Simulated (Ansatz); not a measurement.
# TlBr (CsCl type) under strong compression

```xyz
2
Lattice="4.0518 0.0000 0.0000 0.0000 4.0518 0.0000 0.0000 0.0000 4.0518" Properties=species:S:1:pos:R:3 pbc="T T T"
Tl    0.0000    0.0000    0.0000
Br    2.0259    2.0259    2.0259
```

The cell comes from a relaxation on PAW files under the same functional, begun from a prototype that needn't be the stable phase.

Its volume is scaled at fixed shape and fractional positions.

Computed with Ansatz 0.2.0; functional PBE, scalar-relativistic. Settings: a Γ-centred 12×12×12 k mesh, Fermi–Dirac smearing of 0.08 eV, no spin polarisation. Methods: LAPW: all electrons, basis error target 1 meV/atom; PAW: frozen-core files, cutoff 420 eV; crystal datasets: all electrons, by PAW datasets that the program makes for each cell; norm-conserving: pseudopotentials, cutoff 820 eV; PAW (cutoff 800 eV): frozen-core files, cutoff 800 eV.

Energies are extrapolated to zero smearing and count from the unscaled cell; pressure is positive in compression; gaps take the mesh and a band path. No temperature or zero-point motion is included.

Spin–orbit coupling is left out, which matters for the heavy atoms.

| V/V0 | V (Å³/atom) | P LAPW (GPa) | ΔE LAPW (eV/atom) | P PAW − LAPW (GPa) | ΔE PAW − LAPW (meV/atom) | gap (eV) |
| --- | --- | --- | --- | --- | --- | --- |
| 1.00 | 33.26 | 0.01 | 0.000 | 0.00 | 0.0 | 1.99 |
| 0.90 | 29.93 | 2.74 | 0.026 | 0.00 | 0.0 | – |
| 0.80 | 26.61 | 7.82 | 0.130 | 0.00 | 0.0 | – |
| 0.70 | 23.28 | ? | ? | ? | ? | ? |
| 0.60 | 19.96 | 36.6 | 0.923 | 0.02 | 0.5 | 0.00 |
| 0.50 | 16.63 | 76.4 | 2.045 | 0.07 | 1.3 | 0.00 |
| 0.40 | 13.30 | 174.2 | 4.478 | 0.45 | 5.7 | 0.00 |

Q: Fit the Vinet equation to the LAPW pressures shown (residuals weighted by 1/(|P| + 0.03·Pmax)), and predict the pressure of the withheld row.

A: The fit gives V0 = 33.35 Å³/atom, B0 = 18.3 GPa and B0′ = 5.70. At 23.28 Å³/atom, x = (V/V0)^(1/3) = 0.8871, and P = 3·B0·(1 − x)/x²·exp[1.5·(B0′ − 1)·(1 − x)] = 17.46 GPa. The run itself gave 17.56 GPa (-0.6 % off) and ΔE = 0.382 eV/atom.

Q: At the smallest volume, how far do crystal datasets and norm-conserving and PAW (cutoff 800 eV) lie from LAPW in pressure?

A: crystal datasets: 0.00 GPa; norm-conserving: +0.38 GPa; PAW (cutoff 800 eV): +0.39 GPa, on a LAPW pressure of 174.2 GPa.

Q: How do the Löwdin populations by LAPW change from the unscaled cell to the last row?

A: Tl 6s 1.90 → 1.59, Tl 6p 0.86 → 1.72, Tl 5d 10.00 → 9.94, Br 4s 1.89 → 1.72, Br 4p 5.34 → 4.94 electrons an atom. These are projections on the shells that the free atoms fill; 0.02 e a cell lies outside them at the start and 0.15 e at the end.
